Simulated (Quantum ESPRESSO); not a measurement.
# HfO2 under changes of volume

One of the cells (10.912 Å³/atom); the others are scaled copies at fixed shape and fractional positions:

```xyz
6
Lattice="3.5580 0.0000 0.0000 0.0000 3.5580 0.0000 0.0000 0.0000 5.1719" Properties=species:S:1:pos:R:3 pbc="T T T"
Hf    0.0000    0.0000    0.0000
Hf    1.7790    1.7790    2.5859
O     0.0000    1.7790    1.0199
O     1.7790    0.0000    1.5660
O     1.7790    0.0000    4.1519
O     0.0000    1.7790    3.6059
```

Measurements of this composition are mostly on another form, of space group No. 14.

| Property | Result |
| --- | --- |
| Program | Quantum ESPRESSO 7.5 |
| Functional | PBEsol |
| Potentials or basis | GBRV 1.5 PBEsol |
| Cutoff | 612 eV |
| Density cutoff | 4898 eV |
| k mesh | 8 × 8 × 5 |
| Occupations | fermi-dirac, width 0.05 eV |
| Spin | no spin polarisation |

```tsv
volume (Å³/atom)	energy over the lowest point (meV/atom)	pressure (GPa)	gap on the mesh (eV)
10.257	36.96	18.5	4.89
10.476	16.09	11.6	4.82
10.694	4.07	5.5	4.76
10.912	0.00	0.0	4.69
11.130	3.04	-4.9	4.61
11.349	?	?	?
11.567	27.77	-13.4	4.46
```

What does the run at 11.349 Å³/atom give?

Energy over the lowest point 12.50 meV/atom; pressure -9.4 GPa; gap on the mesh 4.53 eV.

Worked out: A Birch-Murnaghan fit of order 3 (a polynomial in V^(-2/3)) to the other rows has its minimum at 10.92 Å³/atom with B0 = V·E''(V) = 260 GPa and B' = 4.3 at fixed shape and positions, which overstates the stiffness. It gives 12.53 meV/atom at 11.349 Å³/atom, against the run's 12.50, and -dE/dV = -9.2 GPa, against -9.4. A parabola through the other rows of the gap, of slope -4.01 eV per unit of ln V there, gives 4.54 eV, against the run's 4.53.

Energies are extrapolated to zero smearing.

Caveats: spin-orbit coupling is left out, which moves the levels of the heavy elements; an odd mesh through Γ misses points on the zone boundary, where band edges often lie.
